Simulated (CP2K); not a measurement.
## AlNi under changes of volume

One of the cells (12.452 Å³/atom); the others are scaled copies at fixed shape and fractional positions:

```
Ni Al
1.0
     2.69040    0.00000    0.00000
     1.24442    2.38530    0.00000
    -1.15996   -0.70317    3.88084
Ni Al
1 1
Direct
  0.50000 0.50000 0.50000
  0.00000 0.00000 0.00000
```

The cell comes from a database or a generator and needn't be the stable form of this composition.

| Quantity | Value |
| --- | --- |
| Program | CP2K 2026.2 |
| Functional | PBE |
| Potentials or basis | GTH_POTENTIALS Ni GTH-PBE-q18; POTENTIAL_UZH Al GTH-PBE-q3; TZVP-MOLOPT-SR-GTH, TZVP-MOLOPT-PBE-GTH basis |
| Density cutoff | 8163 eV |
| k mesh | 11 × 11 × 7 |
| Occupations | fermi-dirac, width 0.05 eV |
| Spin | collinear spin, ferromagnetic start |
| Starting moments | [1.0, 0.0] μB |

| volume (Å³/atom) | energy over the lowest point (meV/atom) | pressure (GPa) |
| --- | --- | --- |
| 11.705 | ? | ? |
| 11.954 | 17.10 | 8.7 |
| 12.203 | 6.20 | 5.2 |
| 12.452 | 0.75 | 2.0 |
| 12.702 | 0.00 | -0.9 |
| 12.951 | 2.69 | -3.4 |
| 13.200 | 9.87 | -5.7 |

Question: What does the run at 11.705 Å³/atom give?

Answer: Energy over the lowest point 33.63 meV/atom; pressure 12.7 GPa.

Worked out: A Birch-Murnaghan fit of order 3 (a polynomial in V^(-2/3)) to the other rows has its minimum at 12.63 Å³/atom with B0 = V·E''(V) = 139 GPa and B' = 4.7 at fixed shape and positions, which overstates the stiffness. It gives 33.57 meV/atom at 11.705 Å³/atom, against the run's 33.63, and -dE/dV = 12.6 GPa, against 12.7.

Energies are extrapolated to zero smearing.

Caveats: the basis of atomic orbitals isn't converged, which shifts pressures, moduli and gaps; the total moment is fixed, so each spin has its own Fermi level.
